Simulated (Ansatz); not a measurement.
# NbP (I4_1md) in Ansatz: a series of runs

Aim: see how the results for NbP move with the level of theory and the settings. Levels: PBEsol, PBEsol+U. Tasks: relaxation of cell and atoms.

All numbers are computed with Ansatz 0.2.0; they aren't measurements. Logs are shortened: lines on timing, memory, paths and dates and some standing lists are left out, and cuts for length are marked.

**1. Starting point**

The structure is tetragonal, space group I4_1md (No. 109). The conventional cell has a = 3.350 Å, b = 3.350 Å, c = 11.480 Å, α = 90.00°, β = 90.00°, γ = 90.00°. Around Nb (site symmetry 2mm) lie 6 P at 2.55 Å. P (site symmetry 2mm) is surrounded by 6 Nb at 2.55 Å.

The cell is a database's computed one.

**2. Relaxation of cell and atoms, PBEsol**

Input file input.yaml:

```yaml
crystal:
  lattice:
    - [-1.6749232544, 1.6749232544, 5.7401081759]
    - [1.6749232544, -1.6749232544, 5.7401081759]
    - [1.6749232544, 1.6749232544, -5.7401081759]
  atoms:
    - { symbol: Nb, position: [0.2498808, 0.7498808, 0.5] }
    - { symbol: Nb, position: [0.4998808, 0.4998808, 0.0] }
    - { symbol: P, position: [0.83274777, 0.33274777, 0.5] }
    - { symbol: P, position: [0.08274777, 0.08274777, 0.0] }
hamiltonian:
  xc: pbesol
  pseudopotentials: { kind: paw }
kpoints:
  mp_grid: { grid: [11, 11, 11] }
scf:
  occupations: { method: fermi_dirac, width: 0.05 }
output:
  forces: true
  stress: true
  eigenvalues: true
relax:
  f_tol: 0.01
  max_steps: 40
  cell: { stress_tol: 0.05 }
```

Potentials or basis: Ansatz PAW.

Command:

```console
> ansatz run input.yaml --threads 2 --pin off --max-ram 5632MiB --backend cpu --events-out ev --progress --plain --runs-dir out
```

Output:

```text
Warning: RAYON_NUM_THREADS=2 ignored (pool sized by the plan → 2); use --threads N
basis.fft_grid_basis auto: the FFT boxes are laid along the combinations [[1, 0, 1], [0, 1, 1], [0, 0, 1]] of the cell's own vectors, 3.350, 3.350 and 6.210 Å long. The dense box has 24×24×45 points. Along the cell's own vectors, as sized, it would have 45×45×45, 3.52 times as many. Of the 8 symmetry operations that the crystal satisfies within crystal.symmetry.tolerance (time reversal apart; of a slab, those that keep its plane) the dense box along the cell's own vectors carries 8, and the one as laid loses 6 of those. basis.fft_grid_basis: typed keeps the cell's own vectors: state it where this run's energies or levels are differenced outside the engine with another run's, or held beside a run that keeps those vectors.
Engine: ansatz 0.2.0, aarch64-unknown-linux-gnu
Pseudopotentials: kind: paw
Pseudopotential: Nb, paw, valence charge 13, recommended cutoff 420 eV (normal), Nb.paw.azcp
Pseudopotential: P, paw, valence charge 5, recommended cutoff 420 eV (normal), P.paw.azcp
Functional definition: PBEsol
  exchange = pbesol_x
  correlation = pbesol_c
Crystal: 4 atoms, lattice volume = 64.412 Å³
Basis set: ecut = 420 eV, 1231 PW (Γ), FFT grids on a1+a3, a2+a3, a3, exchange–correlation on 48×48×90 points (8 copies of the dense FFT grid, shifted against one another)
Bands: 22, of which v1, the nominal top of the filled ones, is band 18 counted from 1 (17 counted from 0)
Symmetry: 8 space group operations
Space group: I41md (ITA 109), of the structure as read, at distance tolerance 4.0e-5 Å
k-points: 126 of 1331 (time reversal used)
Non-local potential: Nb, projectors of the file, l = 0: 3, l = 1: 2, l = 2: 2, l = 3: 1
Non-local potential: P, projectors of the file, l = 0: 2, l = 1: 2, l = 2: 2
PAW form: soft (Blöchl's): semilocal exchange-correlation on the pseudo side does not see the compensation charge
PAW frozen core: Nb, regenerated for the run's functional, and the local potential with it (the file was generated under x = pbe(κ = 0.804, μ = 0.2195149727645171), c = pbe(β = 0.06672455060314922))
PAW frozen core: P, regenerated for the run's functional, and the local potential with it (the file was generated under x = pbe(κ = 0.804, μ = 0.2195149727645171), c = pbe(β = 0.06672455060314922))
PAW one-centre angular grid: Nb, 590 points (default); XC on 64 Gauss nodes
PAW one-centre angular grid: P, 110 points (default); XC on 64 Gauss nodes
Initial density: superposition of atomic densities (neutral atoms: chi_scale 0, normalization atom), corrected by the library's trained network
Initial wavefunctions: pseudopotential atomic-orbital guess
Functional: x = pbesol(κ = 0.804, μ = 0.12345679012345678), c = pbesol(β = 0.046)
SCF iter   1: F=—  HF=-10475.367995 eV  |F-HF|=—  |Δ(HF+E_count)|=         —  Δρ=8.32e-3  dr2=2.76e-2  ethr=1.77e-3  ⟨swp⟩=6.0  Hψ=14014  notcnv=0
preconditioner: auto → Kerker (q_TF=auto, 2.476 Å⁻¹)  [metal: Δε(μ)=0.027 eV  Ē_g=6.504 eV  σ=0.050 eV  W_gap=0.13  n_scr=12 (ndim 8)  ℏωp=20.7 eV  f_vac=0.000  D(μ)=0.64/eV (n_scr^D=2)]
SCF iter   2: F=—  HF=-10475.364591 eV  |F-HF|=—  |Δ(HF+E_count)|=   3.40e-3  Δρ=4.67e-3  dr2=8.44e-3  ethr=7.67e-5  ⟨swp⟩=1.5  Hψ=3859  notcnv=0
SCF iter   3: F=—  HF=-10475.363520 eV  |F-HF|=—  |Δ(HF+E_count)|=   1.07e-3  Δρ=6.58e-4  dr2=2.99e-4  ethr=2.34e-5  ⟨swp⟩=2.8  Hψ=4465  notcnv=0
SCF iter   4: F=—  HF=-10475.363456 eV  |F-HF|=—  |Δ(HF+E_count)|=   6.47e-5  Δρ=1.20e-4  dr2=8.46e-6  ethr=8.31e-7  ⟨swp⟩=2.3  Hψ=3748  notcnv=0
SCF iter   5: F=—  HF=-10475.363452 eV  |F-HF|=—  |Δ(HF+E_count)|=   3.95e-6  Δρ=2.01e-5  dr2=2.61e-7  ethr=2.35e-8  ⟨swp⟩=2.4  Hψ=4208  notcnv=0
SCF iter   6: F=-10475.363452 eV  HF=-10475.363452 eV  |F-HF|=9.59e-10  |Δ(HF+E_count)|=   2.37e-8  Δρ=4.24e-6  dr2=9.48e-9  ethr=2.78e-10  ⟨swp⟩=5.1  Hψ=11493  notcnv=0
SCF 1 converged in 6 iterations: F = -10475.363452 eV  dr2 = 9.48e-9
relax step   1: F+E_penalty+E_count = -10475.36345157 eV  Δ(F+E_penalty+E_count) = +0.000e0 eV  max|allowed force component| = 1.733e-2 eV/Å  Δτ_max = 0.0000 Å  P = -6.382 GPa  Ω = 64.412 Å³  (6 SCF iters, dr2 threshold 1.00e-7 eV, accepted)
Crystal: 4 atoms, lattice volume = 60.733 Å³
Basis set: ecut = 420 eV, 1175 PW (Γ), FFT grids on a1+a3, a2+a3, a3, exchange–correlation on 48×48×90 points (8 copies of the dense FFT grid, shifted against one another)
Initial density: handed on by an earlier stage of this run
Initial wavefunctions: those handed on with the density
iter 1 solved again at ethr=1.52e-5 eV; its pass at ethr=3.10e-3 eV (dr2=5.47e-3 eV) is discarded
SCF iter   1: F=—  HF=-10475.385364 eV  |F-HF|=—  |Δ(HF+E_count)|=         —  Δρ=3.44e-3  dr2=5.52e-3  ethr=1.52e-5  ⟨swp⟩=2.4  Hψ=18104  notcnv=0
preconditioner: auto → Kerker (q_TF=auto, 2.501 Å⁻¹)  [metal: Δε(μ)=0.030 eV  Ē_g=6.768 eV  σ=0.050 eV  W_gap=0.15  n_scr=12 (ndim 8)  ℏωp=21.3 eV  f_vac=0.000  D(μ)=0.62/eV (n_scr^D=2)]
SCF iter   2: F=—  HF=-10475.384450 eV  |F-HF|=—  |Δ(HF+E_count)|=   9.13e-4  Δρ=2.04e-3  dr2=2.00e-3  ethr=1.52e-5  ⟨swp⟩=1.0  Hψ=2772  notcnv=0
SCF iter   3: F=—  HF=-10475.383942 eV  |F-HF|=—  |Δ(HF+E_count)|=   5.08e-4  Δρ=2.52e-4  dr2=4.52e-5  ethr=5.56e-6  ⟨swp⟩=2.1  Hψ=3795  notcnv=0
SCF iter   4: F=—  HF=-10475.383934 eV  |F-HF|=—  |Δ(HF+E_count)|=   7.52e-6  Δρ=6.08e-5  dr2=2.65e-6  ethr=1.26e-7  ⟨swp⟩=2.1  Hψ=4143  notcnv=0
iter 5 did not close the SCF: its close was put off for the readings that it lacked (scf_convergence_deferred on its scf_iter line)
SCF iter   5: F=-10475.383934 eV  HF=-10475.383934 eV  |F-HF|=6.92e-8  |Δ(HF+E_count)|=   3.86e-7  Δρ=1.62e-5  dr2=1.93e-7  ethr=7.37e-9  ⟨swp⟩=2.4  Hψ=4064  notcnv=0
[... 34 lines left out ...]
SCF iter   2: F=—  HF=-10475.408434 eV  |F-HF|=—  |Δ(HF+E_count)|=   2.59e-7  Δρ=1.95e-5  dr2=2.53e-8  ethr=2.65e-10  ⟨swp⟩=1.5  Hψ=3872  notcnv=0
SCF iter   3: F=—  HF=-10475.408434 eV  |F-HF|=—  |Δ(HF+E_count)|=   4.41e-8  Δρ=6.87e-7  dr2=8.69e-11  ethr=7.02e-11  ⟨swp⟩=3.0  Hψ=5043  notcnv=0
iter 4 did not close the SCF: its close was put off for the readings that it lacked (scf_convergence_deferred on its scf_iter line)
SCF iter   4: F=-10475.408434 eV  HF=-10475.408434 eV  |F-HF|=1.82e-12  |Δ(HF+E_count)|=  5.28e-11  Δρ=1.09e-7  dr2=3.26e-12  ethr=1.00e-12  ⟨swp⟩=1.0  Hψ=2772  notcnv=0
iter 5 did not close the SCF: its close was put off for the readings that it lacked (scf_convergence_deferred on its scf_iter line)
SCF iter   5: F=-10475.408434 eV  HF=-10475.408434 eV  |F-HF|=1.82e-12  |Δ(HF+E_count)|=    0.00e0  Δρ=1.34e-8  dr2=1.14e-13  ethr=1.00e-12  ⟨swp⟩=1.0  Hψ=2772  notcnv=0
iter 6 did not close the SCF: its close was put off for the readings that it lacked (scf_convergence_deferred on its scf_iter line)
SCF iter   6: F=-10475.408434 eV  HF=-10475.408434 eV  |F-HF|=0.00e0  |Δ(HF+E_count)|=  3.64e-12  Δρ=2.62e-9  dr2=3.01e-15  ethr=1.00e-12  ⟨swp⟩=1.0  Hψ=2772  notcnv=0
iter 7 did not close the SCF: its close was put off for the readings that it lacked (scf_convergence_deferred on its scf_iter line)
SCF iter   7: F=-10475.408434 eV  HF=-10475.408434 eV  |F-HF|=0.00e0  |Δ(HF+E_count)|=  3.64e-12  Δρ=5.24e-10  dr2=1.77e-16  ethr=1.00e-12  ⟨swp⟩=1.0  Hψ=2772  notcnv=0
SCF iter   8: F=-10475.408434 eV  HF=-10475.408434 eV  |F-HF|=1.82e-12  |Δ(HF+E_count)|=    0.00e0  Δρ=1.49e-10  dr2=2.44e-17  ethr=1.00e-12  ⟨swp⟩=1.0  Hψ=6048  notcnv=0
SCF 5 converged in 8 iterations: F = -10475.408434 eV  dr2 = 2.44e-17
relax step   5: F+E_penalty+E_count = -10475.40843425 eV  Δ(F+E_penalty+E_count) = +3.224e-4 eV  max|allowed force component| = 1.765e-3 eV/Å  Δτ_max = 0.0000 Å  P = -0.015 GPa  Ω = 62.243 Å³  stress off target by 3.04e-2 GPa  SCF on the basis re-selected at this cell (its energy is not comparable with the rows above)  (8 SCF iters)
basis re-selected at this cell: Δ(F+E_penalty+E_count) = +3.224e-4 eV, ΔP = -0.005 GPa vs the last step (what re-selecting the basis moved, of the pressure what is left beyond the Pulay correction that the steps carried, after the strain that the cell walked since its last selection, with what the two solves' SCF thresholds leave and, on support functions, any second-order correction that the steps lacked; it is no measure of the basis error at this ecutwfc). This SCF's stress stands 3.04e-2 GPa from its target on what of the cell is left free (relax.cell.stress_tol is 5.00e-2 GPa) and its largest allowed force component is 1.77e-3 eV/Å (relax.f_tol is 1.00e-2 eV/Å): within both
SCF converged after 8 iterations
Free energy (F): -10475.408434 eV
Harris-Foulkes:  -10475.408434 eV  (|F-HF|=1.82e-12)
Internal energy: -10475.403166 eV  (E = F + TS)
E sigma→0 (E₀):  -10475.405800 eV
Entropy (-TS):   -0.005268 eV (-1.317 meV/atom)
Fermi energy:    15.347970 eV
--- Per-component energies (eV) ---
  E_band       = -128.225477
  E_kinetic    = 937.345438
  E_local      = -1688.807274  (includes V_loc(G=0)·N_el)
  E_nonlocal   = 309.034824
  E_hartree    = 549.420145
  E_xc         = -475.683396
  E_vxc        = -552.601309  (∫ρ·V_xc dr)
  E_paw        = -7143.430017  (= ΣΔE_a)
  E_vpaw       = -232.037469  (= ΣTr[D̂ρ^β])
  E_aug_tail   = 0.000020  (compensation charges beyond the density's cutoff)
  E_ewald      = -2963.752518
  E_core_change = 0.469610  (= ΣΔE_core)
  E_smearing   = -0.005268  (= −TS)
  E_closure    = 0.000000  (closes the sum)
  Σ components = -10475.408434   (vs F -10475.408434, Δ=0.00e0)
--- Forces (eV/Å), atoms counted from 1 ---
  atom   1  Nb     0.00000000    -0.00000000    -0.00176511
  atom   2  Nb    -0.00000000    -0.00000000    -0.00176511
  atom   3  P      0.00000000    -0.00000000     0.00176511
  atom   4  P     -0.00000000    -0.00000000     0.00176511
  max |Σ_I F_I| component: 4.74e-10 eV/Å
--- Stress (GPa, compression-positive) ---
       -0.006914       0.000000      -0.000000
        0.000000      -0.006914      -0.000000
       -0.000000      -0.000000      -0.030409
  P = ⅓ Tr σ = -0.0147 GPa (-0.147 kbar)
--- Band table (eV; the first three rows and the last of 126) ---
  k-point 0: bands = ["-39.3667", "-39.3213", "-15.7232", "-15.4852", "-15.4852", "-15.3297", "-15.3297", "-15.2746", "2.4756", "5.0383", "9.0456", "12.2265", "13.0734", "13.0734", "13.1184", "13.5904", "13.9861", "13.9861", "16.1734", "17.0100", "18.1441", "18.6125"]
  k-point 1: bands = ["-39.3627", "-39.3192", "-15.7102", "-15.5111", "-15.5042", "-15.3556", "-15.3485", "-15.2719", "2.7084", "5.1121", "9.1605", "11.8929", "12.8687", "12.9149", "12.9749", "13.4642", "14.0448", "14.1897", "15.8474", "16.4851", "18.1565", "18.1707"]
  k-point 2: bands = ["-39.3515", "-39.3136", "-15.6805", "-15.5767", "-15.5483", "-15.4155", "-15.3966", "-15.2750", "3.3342", "5.2499", "9.5858", "11.1005", "11.8060", "12.3997", "12.5543", "13.6501", "14.4556", "14.5730", "15.6048", "15.8170", "17.6225", "18.5262"]
  k-point 125: bands = ["-39.3430", "-39.3421", "-15.5408", "-15.5018", "-15.4931", "-15.4810", "-15.3386", "-15.3169", "3.5920", "3.6178", "11.1473", "11.3227", "12.1199", "12.4149", "12.6053", "13.0625", "14.3967", "14.9654", "16.2286", "17.0973", "17.4927", "17.8335"]
--- Relaxed structure (4 steps of the walk, 4 accepted, 1 SCFs on fresh bases) ---
  F+E_penalty+E_count = -10475.40843425 eV   max|allowed force component| = 1.765e-3 eV/Å   (the final SCF, on the basis selected at the relaxed cell)
  cell:  # Å, volume = 62.2425 Å³
    - [-1.660170544433796, 1.660170544433796, 5.645754241204548]
    - [1.660170544433796, -1.660170544433796, 5.645754241204548]
    - [1.660170544433796, 1.660170544433796, -5.645754241204548]
  atoms:
    - { symbol: Nb, position: [0.25019190798666746, 0.7501919079866675, 0.5] }
    - { symbol: Nb, position: [0.5001919079866675, 0.5001919079866675, -1.6229887080033605e-33] }
    - { symbol: P, position: [0.8324366620133324, 0.3324366620133325, 0.5] }
    - { symbol: P, position: [0.08243666201333255, 0.08243666201333255, -1.4359807522228923e-34] }
```

It took 51 s on 2 threads of Arm Neoverse V2, shared host; peak memory 0.48 GiB.

What came out:

* Free energy: -10475.4084 eV
* Relaxed volume: 15.56 Å³/atom
* Relaxed cell: a = 6.114 Å, b = 6.114 Å, c = 6.114 Å, α = 148.49°, β = 148.49°, γ = 45.16°
* Space group after relaxing (to 0.05 Å): I4_1md (No. 109)
* Energy gained by relaxing: 11.2 meV/atom
* Ionic steps: 5
* Pressure after relaxing: 0.0 GPa
* Band gap on the k mesh: 0.06 eV, indirect (least direct gap 0.08 eV)

Step by step:
```csv
step,energy change (eV),largest force (eV/Å),volume (Å³)
1,0.0000,0.0173,64.41
2,-0.0205,0.0127,60.73
3,-0.0452,0.0019,62.32
4,-0.0453,0.0018,62.24
5,-0.0450,0.0018,62.24
```

Final structure:
```xyz
4
Lattice="-1.6602 1.6602 5.6458 1.6602 -1.6602 5.6458 1.6602 1.6602 -5.6458" Properties=species:S:1:pos:R:3 pbc="T T T"
Nb    1.6602    0.0000    2.8250
Nb    0.0000    0.0000    5.6479
P     0.0000    1.6602    3.7537
P     0.0000    0.0000    0.9308
```

Caveat: odd divisions of the mesh miss points on the zone boundary, where band edges often lie, so the gap on the mesh can be too wide; the plane-wave basis is chosen anew once the cell has moved, so the energies of steps on either side of that aren't comparable; the PAW data sets come from PBE, with cores solved anew for the run's functional, which leaves a small shift of forces and pressure.

**3. Relaxation of cell and atoms, PBEsol+U**

input.yaml, as its differences from that of step 2:

```diff
@@ -13,2 +13,3 @@
   pseudopotentials: { kind: paw }
+  hubbard: { sites: [{ species: Nb, l: d, u_eff: 1.0 }] }
 kpoints:
```

Potentials or basis: Ansatz PAW.

Command:

```console
> ansatz run input.yaml --threads 2 --pin off --max-ram 5632MiB --backend cpu --events-out ev --progress --plain --runs-dir out
```

Run time: 59 s. Hardware: 2 threads of Arm Neoverse V2, shared host; peak memory 0.61 GiB.

Results (log left out):

- Free energy: -10472.9430 eV
- Relaxed volume: 15.59 Å³/atom
- Relaxed cell: a = 6.120 Å, b = 6.120 Å, c = 6.120 Å, α = 148.51°, β = 148.51°, γ = 45.14°
- Space group after relaxing (to 0.05 Å): I4_1md (No. 109)
- Energy gained by relaxing: 10.0 meV/atom
- Ionic steps: 5
- Pressure after relaxing: 0.0 GPa
- Band gap on the k mesh: 0.05 eV, direct

Step by step:
| step | energy change (eV) | largest force (eV/Å) | volume (Å³) |
| --- | --- | --- | --- |
| 1 | 0.0000 | 0.0159 | 64.41 |
| 2 | -0.0191 | 0.0120 | 60.95 |
| 3 | -0.0402 | 0.0021 | 62.43 |
| 4 | -0.0402 | 0.0015 | 62.36 |
| 5 | -0.0399 | 0.0014 | 62.36 |

Final structure:
```yaml
crystal:
  lattice:
    - [-1.66091, 1.66091, 5.65134]
    - [1.66091, -1.66091, 5.65134]
    - [1.66091, 1.66091, -5.65134]
  atoms:
    - { symbol: Nb, position: [0.25017, 0.75017, 0.50000] }
    - { symbol: Nb, position: [0.50017, 0.50017, 0.00000] }
    - { symbol: P, position: [0.83246, 0.33246, 0.50000] }
    - { symbol: P, position: [0.08246, 0.08246, 0.00000] }
```

Levels at points of the mesh, in eV from the valence-band top:
```
           k point  band 16  band 17  band 18  band 19  band 20  band 21
(0.00, 0.00, 0.00)    -1.74    -1.35    -1.35     0.86     1.69     2.78
```

Eigenvalues of the final occupation matrices:
```csv
site,spin,trace,eigenvalues
site 1,1,2.21,0.42 0.43 0.44 0.45 0.47
site 2,1,2.21,0.42 0.43 0.44 0.45 0.47
```

Caveat: odd divisions of the mesh miss points on the zone boundary, where band edges often lie, so the gap on the mesh can be too wide; the plane-wave basis is chosen anew once the cell has moved, so the energies of steps on either side of that aren't comparable; the PAW data sets come from PBE, with cores solved anew for the run's functional, which leaves a small shift of forces and pressure; the U is typed as a test and isn't derived for this compound.

**4. Relaxation of cell and atoms, PBEsol+U**

input.yaml, as its differences from that of step 3:

```diff
@@ -13,3 +13,3 @@
   pseudopotentials: { kind: paw }
-  hubbard: { sites: [{ species: Nb, l: d, u_eff: 1.0 }] }
+  hubbard: { sites: [{ species: Nb, l: d, u_eff: 2.0 }] }
 kpoints:
@@ -22,2 +22,6 @@
   eigenvalues: true
+  write_density: true
+  write_potential: true
+  elf: true
+  volumetric_format: npy
 relax:
```

Command:

```console
> ansatz run input.yaml --threads 2 --pin off --max-ram 5632MiB --backend cpu --events-out ev --progress --plain --runs-dir out
```

It took 68 s on 2 threads of Arm Neoverse V2, shared host; peak memory 0.62 GiB.

Results (log left out):

- Free energy: -10470.4799 eV
- Relaxed volume: 15.62 Å³/atom
- Relaxed cell: a = 6.126 Å, b = 6.126 Å, c = 6.126 Å, α = 148.53°, β = 148.53°, γ = 45.11°
- Space group after relaxing (to 0.05 Å): I4_1md (No. 109)
- Energy gained by relaxing: 8.7 meV/atom
- Ionic steps: 5
- Pressure after relaxing: 0.0 GPa
- Band gap on the k mesh: none (metal or under the smearing width)

The path:
| step | energy change (eV) | largest force (eV/Å) | volume (Å³) |
| --- | --- | --- | --- |
| 1 | 0.0000 | 0.0141 | 64.41 |
| 2 | -0.0176 | 0.0104 | 61.19 |
| 3 | -0.0350 | 0.0022 | 62.55 |
| 4 | -0.0351 | 0.0007 | 62.49 |
| 5 | -0.0348 | 0.0006 | 62.49 |

Final structure:
```
Nb P
1.0
    -1.66165    1.66165    5.65786
     1.66165   -1.66165    5.65786
     1.66165    1.66165   -5.65786
Nb P
2 2
Direct
  0.25014 0.75014 0.50000
  0.50014 0.50014 0.00000
  0.83249 0.33249 0.50000
  0.08249 0.08249 0.00000
```

Levels at points of the mesh, in eV from the Fermi level:
```
           k point  band 14  band 15  band 16  band 17  band 18  band 19  band 20  band 21  band 22
(0.00, 0.00, 0.00)    -2.27    -2.22    -1.79    -1.39    -1.39     0.85     1.67     2.71     3.23
```

Eigenvalues of the final occupation matrices:
```csv
site,spin,trace,eigenvalues
site 1,1,2.21,0.41 0.43 0.44 0.45 0.47
site 2,1,2.21,0.41 0.43 0.44 0.45 0.47
```

Caveat: the plane-wave basis is chosen anew once the cell has moved, so the energies of steps on either side of that aren't comparable; U without spin polarisation on a metal has little footing; the PAW data sets come from PBE, with cores solved anew for the run's functional, which leaves a small shift of forces and pressure; the U is typed as a test and isn't derived for this compound.

**5. The runs side by side**

| level | U | hubbard projectors | double counting | gap on the mesh (eV) | pressure (GPa) | relaxed volume (Å³/atom) |
| --- | --- | --- | --- | --- | --- | --- |
| PBEsol | - | - | - | 0.06 | 0.0 | 15.56 |
| PBEsol+U | Nb d U = 1 eV | ortho-atomic (the default) | fll (the default) | 0.05 | 0.0 | 15.59 |
| PBEsol+U | Nb d U = 2 eV | ortho-atomic (the default) | fll (the default) | none | 0.0 | 15.62 |

Alike in all rows: task relaxation of cell and atoms; potentials or basis Ansatz PAW; no spin polarisation; cell relaxed; k mesh 11 × 11 × 11; cutoff (eV) 420; smearing fermi-dirac 0.05 eV.

Caveats: the plane-wave basis is chosen anew once the cell has moved, so the energies of steps on either side of that aren't comparable; the PAW data sets come from PBE, with cores solved anew for the run's functional, which leaves a small shift of forces and pressure; odd divisions of the mesh miss points on the zone boundary, where band edges often lie, so the gap on the mesh can be too wide (some runs); the U is typed as a test and isn't derived for this compound (some runs); U without spin polarisation on a metal has little footing (some runs).

Absolute energies hang on the potentials; compare differences alone.
